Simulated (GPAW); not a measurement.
The system is BP.

```
P B
1.0
     0.00000    2.26900    2.26900
     2.26900    0.00000    2.26900
     2.26900    2.26900    0.00000
P B
1 1
Direct
  0.25000 0.25000 0.25000
  0.00000 0.00000 0.00000
```

Base run:

| Quantity | Value |
| --- | --- |
| Program | GPAW 26.7.0 |
| Functional | OLYP |
| Potentials or basis | PAW data sets generated in the run's folder for this functional |
| Cutoff | 800 eV |
| Basis | pw |
| k mesh | 10 × 10 × 10 |
| Occupations | fermi-dirac, width 0.05 eV |
| Spin | no spin polarisation |

Its results: band gap on the k mesh 1.33 eV, indirect (least direct gap 3.40 eV); pressure 0.8 GPa.

Task: The run is repeated on the same cell with these changes: functional from OLYP to AM05. What comes out?

Result: Band gap on the k mesh 1.15 eV, indirect (least direct gap 3.34 eV); pressure -2.0 GPa.

AM05 binds more tightly than OLYP, so the same cell stands under less pressure.

Not every run made on this cell is shown here.
